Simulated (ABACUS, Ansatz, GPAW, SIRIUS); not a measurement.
**The equilibrium volume of MgO, sorted by core time**

```cif
data_structure
_symmetry_space_group_name_H-M 'Fm-3m'
_symmetry_Int_Tables_number 225
_cell_length_a 4.1940
_cell_length_b 4.1940
_cell_length_c 4.1940
_cell_angle_alpha 90.000
_cell_angle_beta 90.000
_cell_angle_gamma 90.000
_cell_volume 73.77
loop_
_atom_site_label
_atom_site_type_symbol
_atom_site_symmetry_multiplicity
_atom_site_Wyckoff_symbol
_atom_site_fract_x
_atom_site_fract_y
_atom_site_fract_z
_atom_site_occupancy
Mg1 Mg 4 a 0.00000 0.00000 0.00000 1
O1 O 4 b 0.50000 0.00000 0.00000 1
```

```csv
rung,level,program and potentials,cutoff (eV),k mesh,smearing,task,core time,chip,equilibrium volume (Å³/atom),miss,notes
GGA + dispersion,revPBE+D3(BJ),"Ansatz, PseudoDojo standard (PBE files)",1143,11 × 11 × 11,fixed,relaxation of cell and atoms,9.3 s,Arm Neoverse V2,9.22,-1.3 %,potentials made for PBE
GGA,BLYP,"Ansatz, all-electron LAPW, scalar-relativistic",-,11 × 11 × 11,fermi-dirac 0.05,relaxation of cell and atoms,16 s,Arm Neoverse V1,9.77,+4.6 %,-
GGA,PW91,"ABACUS, PseudoDojo NC SR 0.5 PBE stringent, plane waves",1252,9 × 9 × 9,fermi-dirac 0.05,relaxation of cell and atoms,28 s,Intel Xeon 6975P-C Granite Rapids,9.60,+2.8 %,potentials made for PBE
GGA + dispersion,PBE+D3(BJ),"GPAW, GPAW PAW data sets (gpaw-data 1.2.1)",800,9 × 9 × 9,fermi-dirac 0.05,equation of state,65 s,Arm Neoverse V1,9.32,-0.2 %,-
GGA,PBE,"ABACUS, GBRV ultrasoft 1.5 PBE, plane waves",544,9 × 9 × 9,fermi-dirac 0.05,equation of state,83 s,AMD EPYC 9R14 Zen 4,(a),?,fit through 4 volumes
GGA,WC,"SIRIUS, all-electron FP-LAPW, apw+lo standard",-,11 × 11 × 11,fermi-dirac 0.05,equation of state,5.8 min,Arm Neoverse V1,9.36,+0.2 %,-
```

Times are single runs on shared hosts and different chips, so they are rough; meshes, cutoffs and the tasks' sizes weigh on the time. All rows: no spin polarisation. Smearing widths are in eV. Meshes differ between rows, which moves values too. Meshes are those of the run's cell of 2 atoms unless a note names another. Relaxations start from the cell shown or near it and stop with a little pressure left. The cell shown, of 9.22 Å³ an atom, is the runs' start and not the measured value. Misses use the values as printed. Runs on faulty files, with rough fits or with known faults for this quantity aren't shown. No row holds spin-orbit coupling.

Measured: 9.34 Å³/atom at 300 K (arxiv:1807.05012). The runs are for a static lattice.

**Question.** Estimate the value left out from the other rows.

**Answer.** (a) 9.64 Å³/atom, miss +3.2 %.
